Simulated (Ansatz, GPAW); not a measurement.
P: GLLB-SC, run from Python

These are simulated results from GPAW 26.7.0, not measurements. The cell was built from a prototype and was relaxed with r2SCAN in plane waves (Ansatz 0.2.0). It may be hypothetical. It is a single sheet, repeated along a and b, with vacuum along c. All runs are without spin polarisation.

In-plane lattice: a = 4.627 Å, b = 3.292 Å, γ = 90.0°; thickness between the outer nuclei 2.08 Å. P is surrounded by 3 P at 2.21–2.25 Å.

GLLB-SC is a model potential. Its fundamental gap is the Kohn-Sham gap plus a derivative discontinuity, which the script evaluates at the band edges among the listed k points. Its total energy isn't variational and serves nothing here.

Input script:

```python
import json
from ase import Atoms
from gpaw import GPAW, PW, FermiDirac

atoms = Atoms(['P', 'P', 'P', 'P'],
              cell=[[4.627495, -0.0, -0.0], [-0.0, 3.291864, 0.0], [-0.0, 0.0, 27.819579]],
              scaled_positions=[[0.091238, 0.0, 0.378933], [0.408762, 0.5, 0.378933], [0.591238, 0.5, 0.304039], [0.908762, 0.0, 0.304039]],
              pbc=True)
calc = GPAW(mode=PW(400), xc='GLLBSC', kpts={'size': (4, 6, 1), 'gamma': True},
            occupations=FermiDirac(0.02), maxiter=100, legacy_gpaw=True, txt='gpaw.txt')
atoms.calc = calc
res = {'energy': atoms.get_potential_energy(force_consistent=True)}
res['electrons'] = calc.get_number_of_electrons()
res['k'] = calc.get_ibz_k_points().tolist()
res['levels'] = [calc.get_eigenvalues(kpt=i).tolist() for i in range(len(res['k']))]
points = [[0.0, 0.0, 0.0], [0.5, 0.0, 0.0], [0.5, 0.5, 0.0], [0.0, 0.5, 0.0], [0.0, -0.049479, 0.0]]
bands = calc.fixed_density(kpts=points, symmetry='off', nbands=round(res['electrons']) // 2 + 6, convergence={'bands': -2}, txt='bands.txt')
res['points'] = [bands.get_eigenvalues(kpt=i).tolist() for i in range(len(points))]
homo, lumo = bands.get_homo_lumo()
potential = calc.hamiltonian.xc.response.calculate_discontinuity_potential(homo, lumo)
res['discontinuity'] = bands.hamiltonian.xc.response.calculate_discontinuity(potential)
json.dump(res, open('results.json', 'w'))
print('free energy (eV):', round(res['energy'], 5))
```

Command: `python run.py`. It took 89 s on 1 thread of Arm Neoverse N1 (shared host), peak memory 0.32 GiB.

The log gpaw.txt, trimmed of paths, versions and times, then the last line on the terminal. An iter line gives the energy in eV and the logarithms of the changes of orbitals (plane waves alone) and density (c: converged):

```
___ ___ ___ _ _ _
 |   |   |_  | | | |

 | | | | | . | | | |

 |__ |  _|___|_____|  26.7.0
 |___|_|

Input parameters:
  kpts: {gamma: True,
         size: (4, 6, 1)}
  maxiter: 100
  mode: {ecut: 400.0,
         name: pw}
  occupations: {fixmagmom: False,
                name: fermi-dirac,
                width: 0.02}
  xc: GLLBSC

System changes: positions, numbers, cell, pbc, initial_charges, initial_magmoms

Initialize ...

species:
  P:
    name:    Phosphorus
    Z:       15.0
    valence: 5
    core:    10
    charge:  0.0  # [|e|]
    compensation charges:
      type: gauss
      rc: 0.30  # [Å]
      lmax: 2
    cutoffs:
      filter: 1.69  # [Å]
      core: 1.81  # [Å]
    projectors
    | kind |    occ | energy [eV] | rcut [Å] |

    |------|--------|-------------|----------|

    |   3s |  2.000 |     -16.108 |    0.953 |

    |   3p |  3.000 |      -7.835 |    0.953 |

    |    s |        |      11.103 |    0.953 |

    |    p |        |      19.376 |    0.953 |

    |    d |        |       0.000 |    0.953 |

    Using partial waves for P as LCAO basis

Reference energy: -37145.660166  # eV

Spin-paired calculation

Convergence criteria:
 Maximum [total energy] change in last 3 cyles: 0.0005 eV / valence electron
 Maximum integral of absolute [dens]ity change: 0.0001 electrons / valence electron
 Maximum integral of absolute [eigenst]ate change: 4e-08 eV^2 / valence electron
 Maximum number of scf [iter]ations: 100
 (Square brackets indicate name in SCF output, whereas a 'c' in
 the SCF output indicates the quantity has converged.)

Symmetries present (total): 2

  ( 1  0  0)  ( 1  0  0)
  ( 0  1  0)  ( 0 -1  0)
  ( 0  0  1)  ( 0  0  1)

24 k-points: 4 x 6 x 1 Monkhorst-Pack grid + [1/8,1/12,0.000000]
12 k-points in the irreducible part of the Brillouin zone
       k-points in crystal coordinates                weights
   0:     0.00000000    0.00000000    0.00000000          1/24
   1:     0.00000000    0.16666667    0.00000000          2/24
   2:     0.00000000    0.33333333    0.00000000          2/24
   3:     0.00000000    0.50000000    0.00000000          1/24
   4:     0.25000000    0.00000000    0.00000000          2/24
   5:     0.25000000    0.16666667    0.00000000          4/24
   6:     0.25000000    0.33333333    0.00000000          4/24
   7:     0.25000000    0.50000000    0.00000000          2/24
   8:     0.50000000    0.00000000    0.00000000          1/24
   9:     0.50000000    0.16666667    0.00000000          2/24
          ...
  11:     0.50000000    0.50000000    0.00000000          1/24

Wave functions: Plane wave expansion
  Cutoff energy: 400.000 eV
  Number of coefficients (min, max): 7656, 7735
  Pulay-stress correction: 0.000000 eV/Ang^3 (de/decut=0.000000)
  Using FFTW library
  ScaLapack parameters: grid=1x1, blocksize=None
  Wavefunction extrapolation:
    Improved wavefunction reuse through dual PAW basis

Occupation numbers: Fermi-Dirac:
  width: 0.0200  # eV

Eigensolver
   Davidson(niter=2)

Densities:
  Coarse grid: 24*16*135 grid
  Fine grid: 48*32*270 grid
  Total Charge: 0.000000

Density mixing:
  Method: separate
  Backend: msr1
  Linear mixing parameter: 0.05
  old densities: 10
  Width of damping distribution: 1.1
  Damping of long wavelength oscillations: 20

Hamiltonian:
  XC and Coulomb potentials evaluated on a 48*32*270 grid
  Using the GLLBSC Exchange-Correlation functional
  External potential:
    NoExternalPotential

XC parameters: GLLBSC functional being used consists of
  -----------------------------------------------------------------------
  | Weight | Module     | Description                                   |

  -----------------------------------------------------------------------
  |  1.000 | SCREENING  | GGA_X_PBE_SOL with 2 nearest neighbor stencil |

  |  1.000 | RESPONSE   | eps=0.0500 eV                                 |

  |  1.000 | XC         | GGA_C_PBE_SOL with 2 nearest neighbor stencil |

  -----------------------------------------------------------------------

Memory estimate:
  Process memory now: 127.09 MiB
  Calculator: 71.82 MiB
    Density: 26.33 MiB
      Arrays: 10.28 MiB
      Localized functions: 8.14 MiB
      Mixer: 7.91 MiB
    Hamiltonian: 6.89 MiB
      Arrays: 6.72 MiB
      XC: 0.00 MiB
      Poisson: 0.00 MiB
      vbar: 0.17 MiB
    Wavefunctions: 38.59 MiB
      Arrays psit_nG: 22.66 MiB
      Eigensolver: 2.52 MiB
      Projections: 0.15 MiB
      Projectors: 9.87 MiB
      PW-descriptor: 3.39 MiB

Total number of cores used: 1

Number of atoms: 4
Number of atomic orbitals: 16
Number of bands in calculation: 16
Number of valence electrons: 20
Bands to converge: occupied

... initialized

Initializing position-dependent things.

Density initialized from atomic densities
Creating initial wave functions:
  16 bands from LCAO basis set

   .----------.
  /|          |

 * |          |

 | |          |

 | |          |

 | |          |

 | |          |

 | |          |

 | |          |

 | |          |

 | |          |

 | |          |

 | |          |

 | |          |

 | |          |

 | |          |

 | |          |

 | |          |

 | |          |

 | |          |

 | |          |

 | |          |

 | |  P       |

 |P|          |

 | |          |

 | |     P    |

 | |       P  |

 | |          |

 | |          |

 | |          |

 | |          |

 | |          |

 | |          |

 | |          |

 | .----------.
 |/          /
 *----------*
Positions:
   0 P      0.422203    0.000000   10.541757    ( 0.0000,  0.0000,  0.0000)
   1 P      1.891544    1.645932   10.541757    ( 0.0000,  0.0000,  0.0000)
   2 P      2.735951    1.645932    8.458237    ( 0.0000,  0.0000,  0.0000)
   3 P      4.205292    0.000000    8.458237    ( 0.0000,  0.0000,  0.0000)

Unit cell:
           periodic     x           y           z      points  spacing
  1. axis:    yes    4.627495   -0.000000   -0.000000    24     0.1928
  2. axis:    yes   -0.000000    3.291864    0.000000    16     0.2057
  3. axis:    yes   -0.000000    0.000000   27.819579   135     0.2061

  Lengths:   4.627495   3.291864  27.819579
  Angles:   90.000000  90.000000  90.000000

Effective grid spacing dv^(1/3) = 0.2014

iter:   1   -22.298853
iter:   2   -23.494972   -0.85  -0.99
iter:   3   -23.131011   -1.85  -0.90
iter:   4   -22.861800   -1.68  -1.10
iter:   5   -22.864088   -2.39  -1.44
iter:   6   -22.833435   -3.05  -1.35
iter:   7   -22.812023   -3.43  -1.40
iter:   8   -22.801212   -3.14  -1.49
iter:   9   -22.810370   -3.15  -1.73
iter:  10   -22.826765   -3.52  -2.20
iter:  11   -22.826452   -4.32  -2.94
iter:  12   -22.828860c  -4.79  -3.11
iter:  13   -22.828637c  -5.26  -3.46
iter:  14   -22.828631c  -5.69  -3.50
iter:  15   -22.828833c  -6.29  -4.06c
iter:  16   -22.828816c  -6.69  -4.23c
iter:  17   -22.828934c  -7.13  -4.58c
iter:  18   -22.828898c  -7.52c -4.91c

Converged after 18 iterations.

Energy contributions relative to reference atoms: (reference = -37145.660166)

Kinetic:        +54.456772
Potential:      -51.239232
External:        +0.000000
XC:             -26.068818
Entropy (-ST):   -0.000000
Local:           +0.022381
SIC:             +0.000000
--------------------------
Free energy:    -22.828898
Extrapolated:   -22.828898

GLLBSC response reference energy: -3.84156 eV (from HOMO)

Showing only first 2 kpts
 Kpt  Band  Eigenvalues  Occupancy
  0     8     -5.41787    2.00000
  0     9     -3.84166    2.00000
  0    10     -2.62766    0.00000
  0    11     -2.01149    0.00000

  1     8     -5.34952    2.00000
  1     9     -3.96138    2.00000
  1    10     -2.31963    0.00000
  1    11     -1.62288    0.00000

Fermi level: -3.23359

Gap: 1.214 eV
Transition (v -> c):
  (s=0, k=0, n=9, [0.00, 0.00, 0.00]) -> (s=0, k=0, n=10, [0.00, 0.00, 0.00])
No difference between direct/indirect transitions

free energy (eV): -22.8289
```

The gap in the log is over the mesh alone; results.json adds the listed points. GLLB-SC gives a gap of 1.76 eV (1.213 eV Kohn-Sham over the listed points plus 0.551 eV discontinuity). On the same cell, plane-wave PBE (Ansatz, 6×8×1 k points and the special points) gives a gap of 0.91 eV and r2SCAN a gap of 1.09 eV; on shared hosts these took about 22 and 65 core-seconds on the 4-atom cell, against 89 for the script. Semilocal gaps usually lie below measured ones.
